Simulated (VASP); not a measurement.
Write the native input for VASP 6.6.1 that does the following.

```yaml
Task: band structure
Functional: PBE
Potentials_or_basis: VASP PAW PBE potentials, release 64 (Al)
Cutoff: 520 eV
k_mesh: 11 × 11 × 11
Occupations: fermi-dirac, width 0.05 eV
Spin: no spin polarisation
Further_INCAR_settings: ALGO = Normal; EDIFF = 1e-07
```

The structure of Al lies in POSCAR:

```
Al
1.0
    0.0000000000      2.0248050000      2.0248050000
    2.0248050000      0.0000000000      2.0248050000
    2.0248050000      2.0248050000      0.0000000000
Al
1
Direct
    0.0000000000      0.0000000000      0.0000000000
```

These files were run (other wordings do the same):

INCAR

```
ALGO = Normal
EDIFF = 1E-7
ENCUT = 520
GGA = PE
ISIF = 2
ISMEAR = -1
LASPH = T
LCHARG = F
LREAL = F
LWAVE = F
NELM = 100
PREC = Accurate
SIGMA = 0.05
```

KPOINTS

```
k-points
0
Gamma
  11 11 11
```

KPOINTS_OPT

```
path GXWKGLUWLK,UX
15
line-mode
reciprocal
 0.0000000000  0.0000000000  0.0000000000  G
 0.5000000000  0.0000000000  0.5000000000  X

 0.5000000000  0.0000000000  0.5000000000  X
 0.5000000000  0.2500000000  0.7500000000  W

 0.5000000000  0.2500000000  0.7500000000  W
 0.3750000000  0.3750000000  0.7500000000  K

 0.3750000000  0.3750000000  0.7500000000  K
 0.0000000000  0.0000000000  0.0000000000  G

 0.0000000000  0.0000000000  0.0000000000  G
 0.5000000000  0.5000000000  0.5000000000  L

 0.5000000000  0.5000000000  0.5000000000  L
 0.6250000000  0.2500000000  0.6250000000  U

 0.6250000000  0.2500000000  0.6250000000  U
 0.5000000000  0.2500000000  0.7500000000  W

 0.5000000000  0.2500000000  0.7500000000  W
 0.5000000000  0.5000000000  0.5000000000  L

 0.5000000000  0.5000000000  0.5000000000  L
 0.3750000000  0.3750000000  0.7500000000  K

 0.6250000000  0.2500000000  0.6250000000  U
 0.5000000000  0.0000000000  0.5000000000  X
```

Potentials or basis: VASP PAW PBE potentials, release 64 (Al).

Launch:

```sh
$ cat potpaw_PBE.64/Al/POTCAR > POTCAR
$ mpirun -np 1 vasp_std > vasp.out
```

Results of the run:

```yaml
Pressure: -0.5 GPa
Band_gap_along_the_path: none (metal or under the smearing width)
```

It took 6.1 s on 1 thread of Intel(R) Xeon(R) 6975P-C (Granite Rapids), with other jobs on the host, peak memory 0.13 GiB.
